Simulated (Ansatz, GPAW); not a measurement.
This is a calculation of In3Se for Ansatz 0.2.0. The cell comes from a database or a generator and needn't be the stable form of this composition.

File input.yaml:

```yaml
crystal:
  lattice:
    - [4.803758, 0.0, 0.0]
    - [0.0, 4.803758, 0.0]
    - [0.0, 0.0, 4.803758]
  atoms:
    - { symbol: In, position: [0.5, 0.5, 0.0] }
    - { symbol: In, position: [0.5, 0.0, 0.5] }
    - { symbol: In, position: [0.0, 0.5, 0.5] }
    - { symbol: Se, position: [0.0, 0.0, 0.0] }
kpoints:
  mp_grid: { grid: [6, 6, 6] }
scf:
  occupations: { method: fermi_dirac, width: 0.05 }
hamiltonian:
  xc: pbesol
  pseudopotentials: { kind: all_electron, lapw: { basis_error: 0.001 } }
output:
  forces: true
  stress: true
  eigenvalues: true
  populations: true
```

Potentials or basis: all-electron LAPW, scalar-relativistic.

Command:

```bash
$ ansatz run input.yaml --threads 2 --pin off --max-ram 8192MiB --backend cpu --events-out ev --progress --plain --runs-dir out
```

Q: What does the same run look like in GPAW 26.7.0 (ASE script)? Potentials or basis there: PAW data sets generated for this functional, cutoff 600 eV.

A: As run (cutoffs and basis follow the program's own potentials, and thresholds, step limits or extra output files can differ):

The input run.py:

```python
from ase import Atoms
from ase.dft.bandgap import bandgap
from ase.io import write
from ase.units import GPa
from gpaw import GPAW, PW, setup_paths

setup_paths.insert(0, '.')

atoms = Atoms(['In', 'In', 'In', 'Se'],
              cell=[[4.803758, 0.0, 0.0],
                    [0.0, 4.803758, 0.0],
                    [0.0, 0.0, 4.803758]],
              scaled_positions=[[0.5, 0.5, 0.0],
                                [0.5, 0.0, 0.5],
                                [0.0, 0.5, 0.5],
                                [0.0, 0.0, 0.0]],
              pbc=True)

calc = GPAW(mode=PW(600),
            xc='PBEsol',
            kpts={'size': (6, 6, 6), 'gamma': True},
            occupations={'name': 'fermi-dirac', 'width': 0.05},
            nbands=37,
            convergence={'density': 1e-05, 'energy': 1e-05},
            maxiter=150,
            txt='gpaw.txt')
atoms.calc = calc
energy = atoms.get_potential_energy()
forces = atoms.get_forces()
stress = atoms.get_stress()
calc.write('gs.gpw')
write('result.traj', atoms)
print(f'Energy: {energy:.6f} eV')
print('Forces (eV/A):')
print(forces.round(4))
print('Stress (GPa):', (stress / GPa).round(3))
print('Fermi level:', round(calc.get_fermi_level(), 4), 'eV')
print(f'Gap: {bandgap(calc)[0]:.4f} eV, direct: {bandgap(calc, direct=True)[0]:.4f} eV')
```

Potentials or basis: PAW data sets generated in the run's folder for this functional, pw.

The run is started by

```console
$ gpaw-setup -f PBEsol In Se
$ OMP_NUM_THREADS=1 python run.py
```

Both were run:

|  | Ansatz | GPAW |
| --- | --- | --- |
| Pressure | -2.9 GPa | -3.2 GPa |

Where Ansatz's input types no cutoff or centring, it takes its own default and a Γ-centred mesh.

Pressure is positive in compression.
